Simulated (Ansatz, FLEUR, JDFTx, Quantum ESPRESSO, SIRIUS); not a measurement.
# Equation of state of Rh under LDA

It takes space group Fm-3m (No. 225, cubic). Conventional cell: a = 3.796 Å, b = 3.796 Å, c = 3.796 Å, α = 90.00°, β = 90.00°, γ = 90.00°. Rh (site symmetry m-3m) is surrounded by 12 Rh at 2.68 Å.

The cell was scaled at fixed shape and fractions and run with Ansatz, all-electron LAPW, scalar-relativistic; LDA, k mesh 12 × 12 × 12 on the cell of 1 atom, fermi-dirac occupations of 0.05 eV, no spin polarisation, no spin-orbit coupling. Energies are those that the program minimises, any entropy of the smearing included. For a metal such a mesh isn't converged to the digits shown.

```csv
V (Å³/atom),energy over the lowest row (meV/atom)
12.8512,10.05
13.1246,0.00
13.3981,1.72
13.6715,?
13.9449,35.06
14.2183,64.35
14.4918,100.70
```

**Question.** Fit the third-order Birch-Murnaghan form, give V0, B0 and B′, and predict the energy left open.

**Answer.** With y = (V0/V)^(2/3), E = E0 + (9 V0 B0/16) [(y - 1)³ B′ + (y - 1)² (6 - 4y)]. Least squares through the rows shown give V0 = 13.2176 Å³/atom, E0 = -0.67 meV, B0 = 319.2 GPa (1 eV/Å³ = 160.218 GPa) and B′ = 5.14, with a largest miss of 0.02 meV. At V = 13.6715 the form with these constants gives 13.82 meV; the run gave 13.82 meV an atom. Other set-ups at this level, from all their volumes (Å³/atom, GPa): FLEUR, all-electron, FLAPW: V0 13.215, B0 319.9; JDFTx, PseudoDojo-SR-LDA-0.4.1-standard: V0 13.245, B0 318.9; Quantum ESPRESSO, PseudoDojo 0.4.1 SR LDA standard: V0 13.245, B0 319; SIRIUS, all-electron FP-LAPW, apw+lo standard: V0 13.201, B0 326.4. Measured modulus: 264 GPa (pmc:11535440, doi:10.1038/s41598-024-78006-0), so the fit lies +20.9 % from it. The runs are for a static lattice.

The fit places the LDA minimum at 13.2176 Å³/atom, well inside the volume of the listed cell, and makes the metal too stiff against the measured 264 GPa. Both errors fit the usual overbinding of LDA. Rh is stiff to begin with because its partly filled 4d band occupies mainly bonding states, whose cohesion works against the repulsion of the cores and the compressed sp electrons. The modulus therefore changes steeply with volume: with B′ = 5.14, the same curve taken at the listed cell's volume would soften to near the measured value. This suggests that most of the excess stiffness comes from the contracted equilibrium volume, not from a poor description of the d bonding itself.

The other set-ups share the small volume and high modulus, which points to the functional. The 326.4 GPa from SIRIUS stands apart by more than its slightly smaller volume would explain, so that difference is probably numerical. Recovering the omitted energy confirms a smooth interpolation, not the accuracy of LDA.
